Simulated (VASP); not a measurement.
# How strain moves the gap of SnSe, part 2 of 6

How do the gap and the pressure of SnSe answer to a change of volume or shape? All runs use r2SCAN. Left out of this account: 1 further run (fields: a reference on another mesh). The start is a computed cell from the Materials Project.

VASP 6.6.1; r2SCAN; plane waves and PAW (Sn_d, Se).

Still holding for the runs below: Spin-orbit coupling is off here; with elements this heavy it splits and shifts levels by tenths of an eV or more.

So far, least gap on mesh and path (eV): step 2 (bands, cell as listed) 1.02.

## Step 3: Bands, volume times 1.04

The cell is expanded evenly, with fractional positions held.

Contents of INCAR:

```
SYSTEM = SnSe
PREC = Accurate
ENCUT = 400
EDIFF = 1E-06
NELM = 100
ISMEAR = -1
SIGMA = 0.05
LREAL = .FALSE.
ALGO = Normal
METAGGA = R2SCAN
LASPH = .TRUE.
NBANDS = 61
LORBIT = 11
LWAVE = .FALSE.
LCHARG = .FALSE.
KPAR = 4
NCORE = 2
```

Contents of POSCAR:

```
SnSe
1.0
   11.8179558197      0.0000000000      0.0000000000
    0.0000000000      4.1805499525      0.0000000000
    0.0000000000      0.0000000000      4.7627685895
Sn Se
4 4
Direct
    0.6187868500      0.7500000000      0.3765543000
    0.8812131500      0.2500000000      0.8765543000
    0.3812131500      0.2500000000      0.6234457000
    0.1187868500      0.7500000000      0.1234457000
    0.1485530300      0.2500000000      0.5091818000
    0.6485530300      0.2500000000      0.9908182000
    0.3514469700      0.7500000000      0.0091818000
    0.8514469700      0.7500000000      0.4908182000
```

Contents of KPOINTS:

```
Automatic mesh
0
Gamma
2 6 5
0 0 0
```

Contents of KPOINTS_OPT:

```
Line mode
12
Line-mode
Reciprocal
  0.00000000   0.00000000   0.00000000 GAMMA
  0.00000000   0.50000000   0.00000000 X

  0.00000000   0.50000000   0.00000000 X
  0.00000000   0.50000000   0.50000000 S

  0.00000000   0.50000000   0.50000000 S
  0.00000000   0.00000000   0.50000000 Y

  0.00000000   0.00000000   0.50000000 Y
  0.00000000   0.00000000   0.00000000 GAMMA

  0.00000000   0.00000000   0.00000000 GAMMA
  0.50000000   0.00000000   0.00000000 Z

  0.50000000   0.00000000   0.00000000 Z
  0.50000000   0.50000000   0.00000000 U

  0.50000000   0.50000000   0.00000000 U
  0.50000000   0.50000000   0.50000000 R

  0.50000000   0.50000000   0.50000000 R
  0.50000000   0.00000000   0.50000000 T

  0.50000000   0.00000000   0.50000000 T
  0.50000000   0.00000000   0.00000000 Z

  0.00000000   0.00000000   0.50000000 Y
  0.50000000   0.00000000   0.50000000 T

  0.50000000   0.50000000   0.00000000 U
  0.00000000   0.50000000   0.00000000 X

  0.00000000   0.50000000   0.50000000 S
  0.50000000   0.50000000   0.50000000 R
```

PAW data sets: Sn_d and Se (PBE family, release 64).

Command:

```console
$ mpirun -np 8 vasp_std
```

The program printed:

```text
[banner, memory and clock lines left out]
running    8 mpi-ranks, on    1 nodes
 distrk:  each k-point on    2 cores,    4 groups
 distr:  one band on    2 cores,    1 groups

 POSCAR found type information on POSCAR SnSe
 POSCAR found :  2 types and       8 ions
 [... a notice as in an earlier step ...]

 LDA part: xc-table for (None), standard interpolation
 POSCAR, INCAR and KPOINTS ok, starting setup
 FFT: planning ... GRIDC
 FFT: planning ... GRID_SOFT
 FFT: planning ... GRID
 WAVECAR not read
 entering main loop
       N       E                     dE             d eps       ncg     rms          rms(c)
DAV:   1     0.657678618121E+03    0.65768E+03   -0.31279E+04  3254   0.142E+03
DAV:   2    -0.313199993228E+02   -0.68900E+03   -0.64867E+03  2944   0.452E+02
DAV:   3    -0.164629563480E+03   -0.13331E+03   -0.12812E+03  3380   0.165E+02
DAV:   4    -0.173157523324E+03   -0.85280E+01   -0.84404E+01  3456   0.450E+01
DAV:   5    -0.173381883224E+03   -0.22436E+00   -0.22424E+00  3478   0.796E+00    0.728E+00
DAV:   6    -0.159661596317E+03    0.13720E+02   -0.38405E+00  3864   0.153E+01    0.494E+00
DAV:   7    -0.159734126061E+03   -0.72530E-01   -0.77692E-01  3512   0.326E+00    0.203E+00
DAV:   8    -0.159760352555E+03   -0.26226E-01   -0.42026E-02  3680   0.137E+00    0.608E-01
DAV:   9    -0.159765338314E+03   -0.49858E-02   -0.79613E-03  3384   0.434E-01    0.245E-01
DAV:  10    -0.159765879545E+03   -0.54123E-03   -0.17203E-03  3656   0.249E-01    0.102E-01
DAV:  11    -0.159766113952E+03   -0.23441E-03   -0.30665E-04  3270   0.944E-02    0.308E-02
DAV:  12    -0.159766115409E+03   -0.14565E-05   -0.82471E-05  3721   0.593E-02    0.104E-02
DAV:  13    -0.159766118768E+03   -0.33594E-05   -0.11323E-05  3641   0.148E-02    0.638E-03
DAV:  14    -0.159766117101E+03    0.16667E-05   -0.14313E-06  1837   0.867E-03    0.296E-03
DAV:  15    -0.159766117840E+03   -0.73917E-06   -0.20451E-07  1754   0.301E-03
   1 F= -.15976612E+03 E0= -.15976612E+03  d E =-.131147E-05
 Start KPOINTS_OPT (optional k-point list driver)
k-point batch [1-24\144]
       N       E                     dE             ncg
DAV:   1     0.225204636738E+04   -0.32154E+05     3277
DAV:   2    -0.145775971009E+05   -0.16830E+05     2968
DAV:   3    -0.177935914173E+05   -0.32160E+04     3319
DAV:   4    -0.179989951472E+05   -0.20540E+03     3432
DAV:   5    -0.180043394942E+05   -0.53443E+01     3512
DAV:   6    -0.180045538970E+05   -0.21440E+00     4107
DAV:   7    -0.180045571097E+05   -0.32127E-02     4096
DAV:   8    -0.180045571755E+05   -0.65766E-04     4206
DAV:   9    -0.180045571768E+05   -0.13172E-05     2200
DAV:  10    -0.180045571771E+05   -0.29337E-06     1917
[...]
k-point batch [121-144\144]
       N       E                     dE             ncg
DAV:   1     0.208430781878E+04   -0.45615E+05     3200
DAV:   2    -0.147936422254E+05   -0.16878E+05     2944
DAV:   3    -0.179261542449E+05   -0.31325E+04     3466
DAV:   4    -0.181188961724E+05   -0.19274E+03     3416
DAV:   5    -0.181238463986E+05   -0.49502E+01     3451
DAV:   6    -0.181240555299E+05   -0.20913E+00     4180
DAV:   7    -0.181240585017E+05   -0.29718E-02     4072
DAV:   8    -0.181240585674E+05   -0.65670E-04     4192
DAV:   9    -0.181240585687E+05   -0.13027E-05     2192
DAV:  10    -0.181240585689E+05   -0.28369E-06     1832
```

Elapsed: 3.2 min, on 8 MPI ranks of Intel Xeon 6975P-C (Granite Rapids), shared host; peak memory 2.4 GiB.

Parts of OUTCAR (step 3):

```text
  LATTYP: Found a simple orthorhombic cell.
 ALAT       =     4.1805499525
 B/A-ratio  =     1.1392684321
 C/A-ratio  =     2.8268902307

 Found     24 irreducible k-points:

   ENCUT  =  400.0 eV  29.40 Ry    5.42 a.u.  19.27  6.82  7.77*2*pi/ulx,y,z

   NELECT =      80.0000    total number of electrons

 E-fermi :   4.6311

 k-point     1 :       0.0000    0.0000    0.0000
  band No.  band energies     occupation
    ...
     36       2.4442      2.00000
     37       2.7458      2.00000
     38       3.3267      2.00000
     39       3.4774      2.00000
     40       3.9478      2.00000
     41       5.4371      0.00000
     42       7.0396      0.00000
     43       7.2067      0.00000
     44       7.3150      0.00000
     45       7.4664      0.00000
    ...

 k-point     2 :       0.5000    0.0000    0.0000
  band No.  band energies     occupation
    ...
     36       2.3723      2.00000
     37       2.5397      2.00000
     38       2.5397      2.00000
     39       3.7571      2.00000
     40       3.7571      2.00000
     41       6.8368      0.00000
     42       6.8368      0.00000
     43       7.0175      0.00000
     44       7.0175      0.00000
     45       8.0589      0.00000
    ...

  Total       -2.7101887     -2.8923427     -2.6124198      0.0000000      0.0000000      0.0000000
  in kB      -18.4533343    -19.6935979    -17.7876380      0.0000000      0.0000000      0.0000000
  external PRESSURE =     -18.6448567 kB  Pullay stress =       0.0000000 kB

  energy-cutoff  :      400.00
  volume of cell :      235.31
      direct lattice vectors                 reciprocal lattice vectors
    11.817955820  0.000000000  0.000000000     0.084617003  0.000000000  0.000000000
     0.000000000  4.180549952  0.000000000     0.000000000  0.239202978  0.000000000
     0.000000000  0.000000000  4.762768590     0.000000000  0.000000000  0.209961912

 POSITION                                       TOTAL-FORCE (eV/Angst)
 -----------------------------------------------------------------------------------
      7.31280      3.13541      1.79344         0.231587     -0.000000     -0.159233
     10.41414      1.04514      4.17483        -0.231587     -0.000000     -0.159233
      4.50516      1.04514      2.96933        -0.231587      0.000000      0.159233
      1.40382      3.13541      0.58794         0.231587      0.000000      0.159233
      1.75559      1.04514      2.42512         0.108248     -0.000000     -0.138339
      7.66457      1.04514      4.71904         0.108248     -0.000000      0.138339
      4.15338      3.13541      0.04373        -0.108248     -0.000000     -0.138339
     10.06236      3.13541      2.33765        -0.108248      0.000000      0.138339
 -----------------------------------------------------------------------------------
    total drift:                               -0.000000      0.000000     -0.000000

  FREE ENERGIE OF THE ION-ELECTRON SYSTEM (eV)
  ---------------------------------------------------
  free  energy   TOTEN  =      -159.7661178404 eV

  energy  without entropy=     -159.7661165289  energy(sigma->0) =     -159.76611718

 total charge
# of ion       s       p       d       tot
------------------------------------------
    1        1.318   0.755   9.980  12.053
    2        1.318   0.755   9.980  12.053
    3        1.318   0.755   9.980  12.053
    4        1.318   0.755   9.980  12.053
    5        1.465   2.366   0.020   3.852
    6        1.465   2.366   0.020   3.852
    7        1.465   2.366   0.020   3.852
    8        1.465   2.366   0.020   3.852
--------------------------------------------------
tot         11.136  12.484  40.003  63.623

[... 5 parts as in an earlier step ...]

[... 6 further parts left out ...]
```

Numbers from this step:

| Item | Value |
| --- | --- |
| SCF cycles | 15 |
| free energy (TOTEN) | -159.7661 eV |
| Fermi energy | 4.631 eV |
| pressure | -1.864 GPa |
| least gap on mesh and path | 1.058 eV |
| least direct gap on mesh and path | 1.400 eV |

Electronic bands along the path, in eV, zero at the valence-band top; v1 is the highest filled band, c1 the lowest empty one:

| point | v4 | v3 | v2 | v1 | c1 | c2 | c3 | c4 |
| --- | --- | --- | --- | --- | --- | --- | --- | --- |
| Γ | -1.38 | -0.80 | -0.65 | -0.18 | 1.31 | 2.91 | 3.08 | 3.19 |
| 0.45 of the way | -1.52 | -0.65 | -0.47 | -0.35 | 1.62 | 1.62 | 2.68 | 2.97 |
| X | -1.07 | -1.07 | -0.89 | -0.89 | 1.52 | 1.52 | 1.64 | 1.64 |
| 0.45 of the way | -1.69 | -1.69 | -0.72 | -0.72 | 1.53 | 1.53 | 2.91 | 2.91 |
| S | -1.91 | -1.91 | -1.12 | -1.12 | 2.96 | 2.96 | 3.17 | 3.17 |
| 0.55 of the way | -1.13 | -1.13 | -0.56 | -0.56 | 1.84 | 1.84 | 3.22 | 3.22 |
| Y | -0.75 | -0.75 | -0.10 | -0.10 | 1.67 | 1.67 | 2.10 | 2.10 |
| 0.45 of the way | -1.22 | -0.82 | -0.32 | -0.06 | 1.58 | 1.76 | 2.37 | 2.76 |
| Γ | -1.38 | -0.80 | -0.65 | -0.18 | 1.31 | 2.91 | 3.08 | 3.19 |
| 0.45 of the way | -1.43 | -1.19 | -0.57 | -0.22 | 1.80 | 2.87 | 3.05 | 3.07 |
| Z | -1.59 | -1.59 | -0.37 | -0.37 | 2.71 | 2.71 | 2.89 | 2.89 |
| 0.45 of the way | -1.47 | -1.47 | -0.35 | -0.35 | 2.08 | 2.08 | 2.88 | 2.88 |
| U | -1.14 | -1.14 | -1.14 | -1.14 | 1.81 | 1.81 | 1.81 | 1.81 |
| 0.45 of the way | -1.27 | -1.27 | -1.27 | -1.27 | 2.45 | 2.45 | 2.45 | 2.45 |
| R | -1.27 | -1.27 | -1.27 | -1.27 | 2.85 | 2.85 | 2.85 | 2.85 |
| 0.45 of the way | -1.38 | -1.38 | -1.02 | -1.02 | 2.75 | 2.75 | 3.41 | 3.41 |
| T | -0.50 | -0.50 | -0.14 | -0.14 | 1.70 | 1.70 | 2.18 | 2.18 |
| 0.45 of the way | -1.02 | -1.02 | -0.46 | -0.46 | 2.09 | 2.09 | 2.83 | 2.83 |
| Z | -1.59 | -1.59 | -0.37 | -0.37 | 2.71 | 2.71 | 2.89 | 2.89 |
| jump to Y | -0.75 | -0.75 | -0.10 | -0.10 | 1.67 | 1.67 | 2.10 | 2.10 |
| 0.45 of the way | -0.61 | -0.61 | -0.12 | -0.12 | 1.67 | 1.67 | 2.16 | 2.16 |
| T | -0.50 | -0.50 | -0.14 | -0.14 | 1.70 | 1.70 | 2.18 | 2.18 |
| jump to U | -1.14 | -1.14 | -1.14 | -1.14 | 1.81 | 1.81 | 1.81 | 1.81 |
| 0.45 of the way | -1.10 | -1.10 | -1.06 | -1.06 | 1.71 | 1.71 | 1.73 | 1.73 |
| X | -1.07 | -1.07 | -0.89 | -0.89 | 1.52 | 1.52 | 1.64 | 1.64 |
| jump to S | -1.91 | -1.91 | -1.12 | -1.12 | 2.96 | 2.96 | 3.17 | 3.17 |

Of the projections kept (Sn, Se), the largest for each band there; the rest of the weight can lie on other orbitals:

| point | v4 | v3 | v2 | v1 | c1 | c2 | c3 | c4 |
| --- | --- | --- | --- | --- | --- | --- | --- | --- |
| Γ | Se 0.83 | Se 0.64 | Se 0.74 | Se 0.69 | Sn 0.85 | Sn 0.71 | Sn 0.66 | Sn 0.64 |
| X | Sn 0.53 | Sn 0.53 | Se 0.53 | Se 0.53 | Sn 0.64 | Sn 0.64 | Sn 0.67 | Sn 0.67 |
| S | Se 0.55 | Se 0.55 | Se 0.69 | Se 0.69 | Sn 0.68 | Sn 0.68 | Sn 0.51 | Sn 0.51 |
| Y | Se 0.55 | Se 0.55 | Se 0.54 | Se 0.54 | Sn 0.74 | Sn 0.74 | Sn 0.60 | Sn 0.60 |
| Γ | Se 0.83 | Se 0.64 | Se 0.74 | Se 0.69 | Sn 0.85 | Sn 0.71 | Sn 0.66 | Sn 0.64 |
| Z | Se 0.81 | Se 0.81 | Se 0.73 | Se 0.73 | Sn 0.68 | Sn 0.68 | Sn 0.66 | Sn 0.66 |

Force by atom:

| atom | x (eV/Å) | y (eV/Å) | z (eV/Å) | size |
| --- | --- | --- | --- | --- |
| Sn1 | 0.232 | 0.000 | -0.159 | 0.281 |
| Sn2 | -0.232 | 0.000 | -0.159 | 0.281 |
| Sn3 | -0.232 | 0.000 | 0.159 | 0.281 |
| Sn4 | 0.232 | 0.000 | 0.159 | 0.281 |
| Se5 | 0.108 | 0.000 | -0.138 | 0.176 |
| Se6 | 0.108 | 0.000 | 0.138 | 0.176 |
| Se7 | -0.108 | 0.000 | -0.138 | 0.176 |
| Se8 | -0.108 | 0.000 | 0.138 | 0.176 |

The gap is 1.06 eV, indirect. That is +0.04 eV from the cell as listed. The pressure is -1.86 GPa.

(Part 2 of 6 ends here.)

[Lines on the potential files, build, host, timing and source positions are cut from VASP's logs without a mark.]

[Logs are printed without paths, hosts, clocks, repeated set-up lines and the standing remarks that a program may print on its own settings, such as how far it seeks lower states.]

[Hosts, paths, dates, database ids (printed as entryN), source tags and the programs' standing remarks are cut or masked in the printed files.]

[A measured line is paired with the nearest computed mode of its activity, which favours agreement.]
